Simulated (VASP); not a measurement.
A run of VASP 6.6.1:

Contents of INCAR:

```
SYSTEM = C
  PREC = Accurate
  ENCUT = 450
  EDIFF = 1E-6
  ISMEAR = -1
  SIGMA = 0.05
  LREAL = .False.
  LASPH = .True.
  NELM = 100
  ALGO = Normal
  ISIF = 2
  LWAVE = .False.
  LCHARG = .False.
  IBRION = 2
  NSW = 60
  EDIFFG = -0.02
```

File KPOINTS:

```
regular mesh
0
Gamma
  2 2 2
  0 0 0
```

POSCAR

```
C
1.0
    7.0700000000      0.0000000000      0.0000000000
    0.0000000000      7.0700000000      0.0000000000
    0.0000000000      0.0000000000      7.0700000000
C
63
Direct
    0.7500000000      0.2500000000      0.0000000000
    0.7500000000      0.0000000000      0.2500000000
    0.0000000000      0.0000000000      0.0000000000
    0.2500000000      0.2500000000      0.0000000000
    0.5000000000      0.5000000000      0.0000000000
    0.7500000000      0.7500000000      0.0000000000
    0.2500000000      0.0000000000      0.2500000000
    0.5000000000      0.2500000000      0.2500000000
    0.7500000000      0.5000000000      0.2500000000
    0.5000000000      0.0000000000      0.5000000000
    0.7500000000      0.2500000000      0.5000000000
    0.7500000000      0.0000000000      0.7500000000
    0.0000000000      0.5000000000      0.0000000000
    0.2500000000      0.7500000000      0.0000000000
    0.0000000000      0.2500000000      0.2500000000
    0.2500000000      0.5000000000      0.2500000000
    0.5000000000      0.7500000000      0.2500000000
    0.0000000000      0.0000000000      0.5000000000
    0.2500000000      0.2500000000      0.5000000000
    0.5000000000      0.5000000000      0.5000000000
    0.7500000000      0.7500000000      0.5000000000
    0.2500000000      0.0000000000      0.7500000000
    0.5000000000      0.2500000000      0.7500000000
    0.7500000000      0.5000000000      0.7500000000
    0.0000000000      0.7500000000      0.2500000000
    0.0000000000      0.5000000000      0.5000000000
    0.2500000000      0.7500000000      0.5000000000
    0.0000000000      0.2500000000      0.7500000000
    0.2500000000      0.5000000000      0.7500000000
    0.5000000000      0.7500000000      0.7500000000
    0.0000000000      0.7500000000      0.7500000000
    0.6250000000      0.1250000000      0.1250000000
    0.8750000000      0.3750000000      0.1250000000
    0.8750000000      0.1250000000      0.3750000000
    0.1250000000      0.1250000000      0.1250000000
    0.3750000000      0.3750000000      0.1250000000
    0.6250000000      0.6250000000      0.1250000000
    0.8750000000      0.8750000000      0.1250000000
    0.3750000000      0.1250000000      0.3750000000
    0.6250000000      0.3750000000      0.3750000000
    0.8750000000      0.6250000000      0.3750000000
    0.6250000000      0.1250000000      0.6250000000
    0.8750000000      0.3750000000      0.6250000000
    0.8750000000      0.1250000000      0.8750000000
    0.1250000000      0.6250000000      0.1250000000
    0.3750000000      0.8750000000      0.1250000000
    0.1250000000      0.3750000000      0.3750000000
    0.3750000000      0.6250000000      0.3750000000
    0.6250000000      0.8750000000      0.3750000000
    0.1250000000      0.1250000000      0.6250000000
    0.3750000000      0.3750000000      0.6250000000
    0.6250000000      0.6250000000      0.6250000000
    0.8750000000      0.8750000000      0.6250000000
    0.3750000000      0.1250000000      0.8750000000
    0.6250000000      0.3750000000      0.8750000000
    0.8750000000      0.6250000000      0.8750000000
    0.1250000000      0.8750000000      0.3750000000
    0.1250000000      0.6250000000      0.6250000000
    0.3750000000      0.8750000000      0.6250000000
    0.1250000000      0.3750000000      0.8750000000
    0.3750000000      0.6250000000      0.8750000000
    0.5625000000      0.9375000000      0.9375000000
    0.1250000000      0.8750000000      0.8750000000
```

Potentials or basis: VASP PAW LDA potentials, release 64 (C).

Command:

```bash
$ cat potpaw_LDA.64/C/POTCAR > POTCAR
$ mpirun -np 1 vasp_std > vasp.out
```

Hardware: 1 thread of Intel(R) Xeon(R) 6975P-C (Granite Rapids), with other jobs on the host.

Task: How long does it take, and how much memory?

Result: It took 16 min on 1 thread of Intel(R) Xeon(R) 6975P-C (Granite Rapids), on a shared host, peak memory 0.33 GiB. Counts: scf iterations 86, k points 4, ion steps 12.
